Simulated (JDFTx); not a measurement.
## Cd under changes of volume

One of the cells (21.585 Å³/atom); the others are scaled copies at fixed shape and fractional positions:

```xyz
2
Lattice="2.9789 0.0000 0.0000 -1.4894 2.5798 0.0000 0.0000 0.0000 5.6177" Properties=species:S:1:pos:R:3 pbc="T T T"
Cd    1.4894    0.8599    4.2132
Cd    0.0000    1.7199    1.4044
```

```yaml
Program: JDFTx 1.7.0 (patched build)
Functional: PBEsol
Potentials_or_basis: PseudoDojo-SR-PBEsol-0.4.1-standard with smoothed tails
Cutoff: 1388 eV
Density_cutoff: 11102 eV
k_mesh: 10 × 10 × 5
Occupations: fermi-dirac, width 0.05 eV
Spin: no spin polarisation
```

| volume (Å³/atom) | energy over the lowest point (meV/atom) | pressure (GPa) |
| --- | --- | --- |
| 20.290 | ? | ? |
| 20.722 | 1.20 | 1.0 |
| 21.154 | 0.00 | -0.3 |
| 21.585 | 2.17 | -1.5 |
| 22.017 | 7.24 | -2.5 |
| 22.449 | 14.88 | -3.4 |
| 22.880 | 24.72 | -4.1 |

Problem. What does the run at 20.290 Å³/atom give?

Solution. Energy over the lowest point 6.26 meV/atom; pressure 2.5 GPa.

Worked out: A Birch-Murnaghan fit of order 3 (a polynomial in V^(-2/3)) to the other rows has its minimum at 21.08 Å³/atom with B0 = V·E''(V) = 62 GPa and B' = 5.6 at fixed shape and positions, which overstates the stiffness. It gives 6.23 meV/atom at 20.290 Å³/atom, against the run's 6.26, and -dE/dV = 2.6 GPa, against 2.5.

Energies are extrapolated to zero smearing.
